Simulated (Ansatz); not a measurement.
The system is Ir.

```xyz
1
Lattice="0.0000 1.9156 1.9156 1.9156 0.0000 1.9156 1.9156 1.9156 0.0000" Properties=species:S:1:pos:R:3 pbc="T T T"
Ir    0.0000    0.0000    0.0000
```

Program: Ansatz 0.2.0. Alike in all runs: potentials or basis Ansatz PAW; no spin polarisation; cell as given; k mesh 12 × 12 × 12. Hardware: 2 threads of Arm Neoverse V1 (shared host).

Q: Order these runs on this cell by their wall time, lowest first.
A. task band structure; level BLYP; cutoff (eV) 420; smearing fermi-dirac 0.05 eV; points for each segment of the path 14
B. task band structure; level r2SCAN; cutoff (eV) 500; smearing fermi-dirac 0.05 eV; points for each segment of the path 14
C. task single point; level PBE; cutoff (eV) 420; smearing gaussian 0.012 eV

A: C (0.57 s), A (1.1 s), B (2.6 s).
